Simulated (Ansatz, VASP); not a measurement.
# HfN: VASP beside Ansatz

The input INCAR:

```
PREC     = Accurate       # precision mode
ENCUT    = 520            # plane-wave cutoff, eV
EDIFF    = 1E-6           # SCF threshold, eV
ISMEAR   = -1             # smearing method
SIGMA    = 0.01           # smearing width, eV
LREAL    = False          # projectors in reciprocal space
LASPH    = True           # aspherical terms in the spheres
NELM     = 100            # most SCF steps
ALGO     = Normal         # electronic algorithm
ISIF     = 2              # what is computed and relaxed
LWAVE    = False          # write WAVECAR
LCHARG   = False          # write CHGCAR
GGA      = PS             # functional
NBANDS   = 14             # bands
```

KPOINTS

```
regular mesh
0
Gamma
  10 10 10
```

The input POSCAR:

```
HfN
1.0
    0.0000000000      2.2887270932      2.2887270932
    2.2887270932      0.0000000000      2.2887270932
    2.2887270932      2.2887270932      0.0000000000
Hf N
1 1
Direct
    0.0000000000      0.0000000000      0.0000000000
    0.5000000000      0.5000000000      0.5000000000
```

Input for Ansatz:

```yaml
crystal:
  lattice:
    - [0.0, 2.2887270932, 2.2887270932]
    - [2.2887270932, 0.0, 2.2887270932]
    - [2.2887270932, 2.2887270932, 0.0]
  atoms:
    - { symbol: Hf, position: [0.0, 0.0, 0.0] }
    - { symbol: "N", position: [0.5, 0.5, 0.5] }
kpoints:
  mp_grid: { grid: [10, 10, 10] }
  band_path:
    path:
      - [0.0, 0.0, 0.0]
      - [0.5, 0.0, 0.5]
      - [0.625, 0.25, 0.625]
      - [0.375, 0.375, 0.75]
      - [0.0, 0.0, 0.0]
      - [0.5, 0.5, 0.5]
      - [0.5, 0.25, 0.75]
      - [0.5, 0.0, 0.5]
    npoints: 5
scf:
  occupations: { method: fermi_dirac, width: 0.01 }
hamiltonian:
  xc: pbesol
  pseudopotentials: { kind: all_electron, lapw: { basis_error: 0.0005 } }
output:
  forces: true
  stress: true
  eigenvalues: true
```

Change from the starting cell: volume scaled by 1.04.

Alike in both runs: task single point; functional PBEsol; k mesh 10 × 10 × 10; occupations fermi-dirac, width 0.01 eV; no spin polarisation.

```csv
,VASP,Ansatz
version,VASP 6.6.1,Ansatz 0.2.0
potentials or method,"VASP PAW PBE potentials, release 64 (Hf_pv, N)","all-electron LAPW, scalar-relativistic"
plane-wave cutoff (eV),520,see its input
```

Ansatz gave:

- pressure (GPa): -12.7

Problem. Which values does VASP return?

Solution. Pressure (GPa): -14.8.

Ansatz ran all-electron here, so the differences hold the error of VASP's frozen core and of both bases.

Caveats: the PAW data sets were made with another functional, which shifts forces and pressure a little (VASP). Spin-orbit coupling is left out, which matters for the levels of Hf.
